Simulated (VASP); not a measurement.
Runs of VASP 6.6.1 on CaO. It takes space group Fm-3m (No. 225, cubic). Conventional cell: a = 4.774 Å, b = 4.774 Å, c = 4.774 Å, α = 90.00°, β = 90.00°, γ = 90.00°. Ca (site symmetry m-3m) has 6 O at 2.39 Å as nearest neighbours. O (site symmetry m-3m) is surrounded by 6 Ca at 2.39 Å. 

```tsv
level	potentials or basis	k mesh	cutoff (eV)	smearing	gap on the mesh (eV)	pressure (GPa)
PBEsol	VASP PAW PBE potentials, release 64 (Ca_sv, O)	8 × 8 × 8	700	gaussian 0.02 eV	3.53	(a)
PBEsol	VASP PAW PBE potentials, release 64 (Ca_sv, O_h)	8 × 8 × 8	900	gaussian 0.02 eV	3.53	-0.1
r2SCAN	VASP PAW PBE potentials, release 64 (Ca_sv, O)	8 × 8 × 8	520	gaussian 0.02 eV	4.18	2.7
PBEsol	VASP PAW PBE potentials, release 64 (Ca_sv, O)	8 × 8 × 8	520	gaussian 0.5 eV	3.52	0.1
PBEsol	VASP PAW PBE potentials, release 64 (Ca_sv, O)	12 × 12 × 12	520	gaussian 0.02 eV	3.52	0.1
```

Alike in all rows: task single point; no spin polarisation; cell as given.

Question: Fill in the values left out.

Answer: (a) 0.0.

Caveats: the PAW data sets were made with another functional, which shifts forces and pressure a little; the cutoff is under 1.25 times the usual one of these potentials, so pressure, stress and relaxed cells hold a basis-set (Pulay) error (some runs).

A k mesh can miss the band edges.
